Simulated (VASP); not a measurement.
LiCl:

```
Cl Li
1.0
     0.00000    2.56477    2.56477
     2.56477    0.00000    2.56477
     2.56477    2.56477    0.00000
Cl Li
1 1
Direct
  0.50000 0.50000 0.50000
  0.00000 0.00000 0.00000
```

Program: VASP 6.6.1. Alike in all runs: task band structure; potentials or basis VASP PAW PBE potentials, release 64 (Cl, Li_sv); no spin polarisation; cell as given; k mesh 10 × 10 × 10; cutoff (eV) 520; smearing gaussian 0.02 eV.

**Question.** Order these runs on this cell by their band gap on the k mesh, lowest first.
A. level PBEsol
B. level r2SCAN
C. level PBE

**Answer.** A (6.14 eV), C (6.34 eV), B (7.30 eV).

